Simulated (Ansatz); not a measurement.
Input and output for Se: DFT, PBEsol, all-electron PAW with datasets made for the crystal, scalar-relativistic (Ansatz 0.2.0).

The cell comes from a relaxation on PAW files under the same functional, begun from a database entry that needn't be the ground state.

Command: `ansatz run input.yaml --threads 1 --pin off --max-ram 3072MiB --backend cpu --events-out ev --progress --plain --runs-dir out` It took 17 s on 1 thread of Intel(R) Xeon(R) Platinum 8375C CPU @ 2.90GHz (Ice Lake), on a shared host, peak memory 0.52 GiB.

```yaml
crystal:
  lattice:
    - [4.038971397, 0.0, 0.0]
    - [-2.0194856985, 3.4978518349, 0.0]
    - [0.0, 0.0, 5.1208287177]
  atoms:
    - { symbol: Se, position: [0.2486820442, 0.0, 0.3333333333] }
    - { symbol: Se, position: [0.0, 0.2486820442, 0.6666666667] }
    - { symbol: Se, position: [0.7513179558, 0.7513179558, 0.0] }
kpoints:
  mp_grid: { grid: [9, 9, 7] }
scf:
  occupations: { method: fermi_dirac, width: 0.05 }
hamiltonian:
  xc: pbesol
  pseudopotentials: { kind: all_electron, datasets: crystal }
output:
  forces: true
  stress: true
  eigenvalues: true
```

Output:

```
hamiltonian.pseudopotentials.datasets: crystal makes datasets for this crystal and solves the spheres of its atoms anew in each pass: cutoff 200.0 eV, the density's 1000.0 eV; for an error of 0.50 meV an atom under PBE, 1.5 meV for the cell; an energy difference from a run of another recipe may be off by several times the error for the cell, under r2SCAN by more, where some 0.1 meV an atom stays at smaller errors; Se in spheres of 1.217 Å, 6 of its electrons in bands, 10 on its site; only band paths and densities of states list, in semicore columns, the levels of the semicore shells that are solved separately: 3d of Se
Engine: ansatz 0.2.0
Pseudopotentials: kind: all_electron
Pseudopotential: Se, paw, valence charge 16, recommended cutoff 200 eV (normal), crystal/all_electron/pbesol/scalar/gaussian/Se, Koelling and Harmon's equation, gaussian nucleus
Functional definition: PBEsol
  exchange = pbesol_x
  correlation = pbesol_c
Crystal: 3 atoms, lattice volume = 72.346 Å³
Basis set: ecut = 200 eV, 467 PW (Γ), exchange–correlation on 48×48×54 points (8 copies of the dense FFT grid, shifted against one another)
Bands: 13, of which v1, the nominal top of the filled ones, is band 9 counted from 1 (8 counted from 0)
Symmetry: 6 space group operations
Space group: P3121 (ITA 152), of the structure as read, at distance tolerance 4.2e-5 Å
k-points: 69 of 567 (time reversal used)
Non-local potential: Se, projectors of the file, l = 0: 1, l = 1: 1
PAW form: soft (Blöchl's): semilocal exchange-correlation on the pseudo side does not see the compensation charge
PAW one-centre angular grid: Se, 110 points (default); XC on its mesh's 1863 points in the sphere
Initial density: superposition of atomic densities (neutral atoms: chi_scale 0, normalization atom)
Initial wavefunctions: pseudopotential atomic-orbital guess
Functional: x = pbesol(κ = 0.804, μ = 0.12345679012345678), c = pbesol(β = 0.046)
iter 1 solved again at ethr=1.53e-3 eV; its pass at ethr=1.00e-1 eV (dr2=2.75e-1 eV) is discarded
SCF iter   1: F=—  HF=-198242.487715 eV  |F-HF|=—  |Δ(HF+E_count)|=         —  Δρ=2.64e-2  dr2=2.90e-1  ethr=1.53e-3  ⟨swp⟩=4.1  Hψ=5370  notcnv=0
preconditioner: auto → none  [insulator: Δε(μ)=0.816 eV  Ē_g=9.595 eV  σ=0.050 eV  W_gap=1.00  n_scr=8 (ndim 8)  ℏωp=18.5 eV  f_vac=0.000  D(μ)=0.00/eV (n_scr^D=0)  ε∞_Penn≈4.7]
SCF iter   2: F=—  HF=-198242.440179 eV  |F-HF|=—  |Δ(HF+E_count)|=   4.75e-2  Δρ=1.11e-2  dr2=4.83e-2  ethr=1.53e-3  ⟨swp⟩=2.0  Hψ=1796  notcnv=0
iter 3 solved again at ethr=1.80e-5 eV; its pass at ethr=2.69e-4 eV (dr2=3.25e-3 eV) is discarded
SCF iter   3: F=—  HF=-198242.439420 eV  |F-HF|=—  |Δ(HF+E_count)|=   7.59e-4  Δρ=1.83e-3  dr2=3.27e-3  ethr=1.80e-5  ⟨swp⟩=2.0  Hψ=4382  notcnv=0  defer=3
SCF iter   4: F=—  HF=-198242.438524 eV  |F-HF|=—  |Δ(HF+E_count)|=   8.96e-4  Δρ=5.76e-4  dr2=3.91e-4  ethr=1.80e-5  ⟨swp⟩=3.0  Hψ=2021  notcnv=0  defer=1
SCF iter   5: F=—  HF=-198242.438380 eV  |F-HF|=—  |Δ(HF+E_count)|=   1.44e-4  Δρ=1.01e-4  dr2=6.91e-6  ethr=2.17e-6  ⟨swp⟩=3.0  Hψ=1734  notcnv=0
SCF iter   6: F=—  HF=-198242.438389 eV  |F-HF|=—  |Δ(HF+E_count)|=   9.11e-6  Δρ=1.27e-5  dr2=9.89e-8  ethr=3.84e-8  ⟨swp⟩=3.0  Hψ=2146  notcnv=0
SCF iter   7: F=-198242.438394 eV  HF=-198242.438394 eV  |F-HF|=1.47e-8  |Δ(HF+E_count)|=   4.21e-6  Δρ=1.47e-5  dr2=4.38e-8  ethr=5.49e-10  ⟨swp⟩=3.0  Hψ=2149  notcnv=0
SCF 1 converged in 7 iterations: F = -198242.438387 eV  dr2 = 4.38e-8
  Residual-converged pass: ⟨swp⟩=3.1  Hψ=1726  notcnv=0  max |occ|·‖R‖ = 6.4e-6 eV (tolerance 6.5e-6 eV)  dr2=4.36e-8  dr2_onsite=1.35e-8  max |Δocc| = 1.7e-8
  greatest PAW one-centre occupation: 0.820 electrons in one spin orbital (limit 2), on the Se atom at site 0 (counted from 0), in its partial waves of l = 0
SCF converged after 7 iterations
Free energy (F): -198242.438387 eV
Harris-Foulkes:  -198242.438387 eV  (|F-HF|=1.47e-8)
Internal energy: -198242.438370 eV  (E = F + TS)
E sigma→0 (E₀):  -198242.438379 eV
Entropy (-TS):   -0.000017 eV (-0.006 meV/atom)
Past the cutoff: the bands carry plane waves up to 1.75 times it, of which those up to 1.5 times it add -0.000287 eV an atom, each by itself; the spheres take 0.000118 eV an atom off the energy for waves past 1.75 times it
By the cutoff:   a pressure is off by up to 0.005 GPa (1.2 times the spheres' own share and the shells' term, over an atom's volume, and 0.004 GPa: a bound that held against runs at twice the plane waves)
Past the cutoffs: a stress includes 0.0027 GPa for waves and charges beyond them, in addition to the slope of what the spheres take
In the spheres:  the bands' charges fall short by 1.9e-7 e at most (sound up to 1e-3), those of shells solved beside the bands by 4.3e-8 e (sound up to 5e-4)
Fermi energy:    9.504456 eV
--- Per-component energies (eV) ---
  E_band       = 46.324939
  E_kinetic    = 282.454884
  E_local      = -5628.274271  (includes V_loc(G=0)·N_el)
  E_nonlocal   = 5.075235
  E_hartree    = 2628.242782
  E_xc         = -229.077886
  E_vxc        = -282.672641  (∫ρ·V_xc dr)
  E_paw        = -207903.801959  (= ΣΔE_a)
  E_vpaw       = -17509.356947  (= ΣTr[D̂ρ^β])
  E_ewald      = -5319.660796
  E_smearing   = -0.000017  (= −TS)
  E_closure    = 17922.603641  (closes the sum)
  Σ components = -198242.438387   (vs F -198242.438387, Δ=0.00e0)
  The terms above E_closure are by the made datasets' own strengths, without shells solved beside the bands.
--- Forces (eV/Å), atoms counted from 1 ---
  atom   1  Se    -0.00464198     0.00000000    -0.00000000
  atom   2  Se     0.00232099    -0.00402007    -0.00000000
  atom   3  Se     0.00232099     0.00402007     0.00000000
  max |Σ_I F_I| component: 1.48e-16 eV/Å
--- Stress (GPa, compression-positive) ---
        0.001938      -0.000000       0.000000
        0.000000       0.001938       0.000000
        0.000000       0.000000      -0.007832
  P = ⅓ Tr σ = -0.0013 GPa (-0.013 kbar)
  It holds what live shells' own plane waves past their cutoff add
--- Band table (eV; the first three rows and the last of 69) ---
  k-point 0: bands = ["-6.9713", "-2.8701", "-2.8701", "5.4113", "5.6446", "5.6446", "7.1957", "7.1957", "8.5477", "10.5430", "10.5430"]
  k-point 1: bands = ["-6.8781", "-3.8469", "-1.8849", "5.2377", "5.4730", "5.9481", "7.1707", "7.3343", "8.4754", "10.3844", "10.4094"]
  k-point 2: bands = ["-6.6003", "-4.7444", "-1.0128", "4.7885", "5.6426", "6.1009", "7.2922", "7.5279", "8.2583", "10.0945", "10.1677"]
  k-point 68: bands = ["-5.2056", "-4.7559", "-2.2592", "3.1331", "3.3400", "3.7473", "7.6518", "8.8024", "9.1301", "9.8415", "11.3124"]
```
